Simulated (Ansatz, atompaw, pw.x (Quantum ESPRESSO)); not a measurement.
# From atom to crystal: PAW (atompaw) potential for Pb (Z = 82)

atompaw 4.2.0.5 input, output lines left out:

```
Pb 82
GGA-PBE scalarrelativistic loggrid 2001 logderivrange -3 5 201
6 6 5 4 0 0
6 1 2
0 0 0
c
c
c
c
c
v
c
c
c
c
v
c
c
c
c
2
3.00 2.45 2.22 2.20
y
3.75
n
y
4.9
n
y
0.2
n
custom rrkj vanderbiltortho sinc
3 -0.5 troulliermartins
2.20
2.20
3.00
3.00
3.00
```

Atomic tests: cutoffs needed: 6 Ry and 8 Ry (the cutoffs (Ry, on a coarse ladder) from which the occupation-weighted sum of valence levels, in a spherical-Bessel basis at the reference potential, stays within 10 and 1 mRy of its value at 400 Ry); ghost test: ghost state, extra bound levels that the all-electron valence spectrum of the same l lacks: s at -10.4 eV; a true bound ghost makes a file unfit for plane-wave use (spherical-Bessel basis up to 400 Ry, 20 bohr box); lowest eigenvalue of the overlap operator: 0.18 (p channel).

Crystal test: sc Pb in pw.x 7.5, no spin, 10³ k-points, Fermi–Dirac smearing 0.01 Ry, cutoffs 40/400 Ry. The lattice is a test structure that the element need not adopt, and mesh and smearing are coarse.

pw.x input:

```
&control
  calculation='scf', prefix='x', pseudo_dir='./', outdir='./tmp', tstress=.true., disk_io='none'
/
&system
  ibrav=0, nat=1, ntyp=1, ecutwfc=40, ecutrho=400, nbnd=9,
  occupations='smearing', smearing='fd', degauss=0.01
/
&electrons
  conv_thr=1e-09, mixing_beta=0.4, electron_maxstep=70
/
ATOMIC_SPECIES
Pb 1.0 Pb.UPF
CELL_PARAMETERS angstrom
  3.25708121 0.00000000 0.00000000
  0.00000000 3.25708121 0.00000000
  0.00000000 0.00000000 3.25708121
ATOMIC_POSITIONS crystal
Pb 0.0000 0.0000 0.0000
K_POINTS automatic
10 10 10 0 0 0
```

```bash
pw.x < Pb.scf.in > Pb.scf.out
```

Task: How does the run end?

Result: It converges; the pressure is -2.47 GPa against -0.11 GPa from all-electron LAPW. This is a poor potential for the solid. Note: ghost state, extra bound levels that the all-electron valence spectrum of the same l lacks: s at -10.4 eV. A true bound ghost makes a file unfit for plane-wave use. The logarithmic derivative shows an extra or strongly shifted pseudo pole above the reference energy (d near 0.86 Ry). The log shows:

```
     number of electrons       =         4.00
     number of Kohn-Sham states=            9
     kinetic-energy cutoff     =      40.0000  Ry
     charge density cutoff     =     400.0000  Ry
     scf convergence threshold =      1.0E-09
     Exchange-correlation= SLA PW PBX PBC
     number of k points=    56  Fermi-Dirac smearing, width (Ry)=  0.0100
     negative rho (up, down):  8.273E-04 0.000E+00
     iteration #  1     ecut=    40.00 Ry     beta= 0.40
     total energy              =    -774.80691215 Ry
     estimated scf accuracy    <       6.38608018 Ry
     iteration #  2     ecut=    40.00 Ry     beta= 0.40
     total energy              =    -777.42596452 Ry
     estimated scf accuracy    <       1.27610394 Ry
     iteration #  3     ecut=    40.00 Ry     beta= 0.40
     total energy              =    -777.14108420 Ry
     estimated scf accuracy    <       0.64552576 Ry
     iteration #  4     ecut=    40.00 Ry     beta= 0.40
     total energy              =    -777.04733237 Ry
     estimated scf accuracy    <       0.23483424 Ry
     [... 22 iterations left out ...]
     iteration # 27     ecut=    40.00 Ry     beta= 0.40
     total energy              =    -777.08375840 Ry
     estimated scf accuracy    <       0.00000664 Ry
     iteration # 28     ecut=    40.00 Ry     beta= 0.40
     total energy              =    -777.08375879 Ry
     estimated scf accuracy    <       0.00000017 Ry
     iteration # 29     ecut=    40.00 Ry     beta= 0.40
     total energy              =    -777.08375879 Ry
     estimated scf accuracy    <       0.00000007 Ry
     iteration # 30     ecut=    40.00 Ry     beta= 0.40
     the Fermi energy is     3.7813 ev
!    total energy              =    -777.08375879 Ry
     estimated scf accuracy    <          3.9E-11 Ry
     smearing contrib. (-TS)   =      -0.00917905 Ry
     convergence has been achieved in  30 iterations
          total   stress  (Ry/bohr**3)                   (kbar)     P=      -24.67
     Message from routine punch:
     Nothing written, as per user request (disk_io='none')
```
